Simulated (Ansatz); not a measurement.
## KCl and the effect of the functional

```
CELL_PARAMETERS angstrom
0.00000 3.14647 3.14647
3.14647 0.00000 3.14647
3.14647 3.14647 0.00000
ATOMIC_POSITIONS crystal
K 0.00000 0.00000 0.00000
Cl 0.50000 0.50000 0.50000
```

Kept alike: task band structure; k mesh 7 × 7 × 7; occupations fermi-dirac, width 0.05 eV; no spin polarisation. Program: Ansatz, all-electron LAPW, scalar-relativistic. The mesh is that of the run's cell of 2 atoms. No spin-orbit coupling.

| functional | band gap (eV) | pressure (GPa) |
| --- | --- | --- |
| LDA | 4.744 | -1.96 |
| PBE | 5.189 | 0.76 |
| PBEsol | 5.026 | -0.41 |

Pressure is positive in compression. Gaps are the smaller of the mesh's and the band path's.

The band gap runs from 4.744 (LDA) to 5.189 eV (PBE). From PBE: LDA -0.445; PBEsol -0.163. The pressure runs from -1.96 (LDA) to 0.76 GPa (PBE). From PBE: LDA -2.72; PBEsol -1.17. A positive pressure means that the functional's own cell is larger than the one given, a negative one that it is smaller.
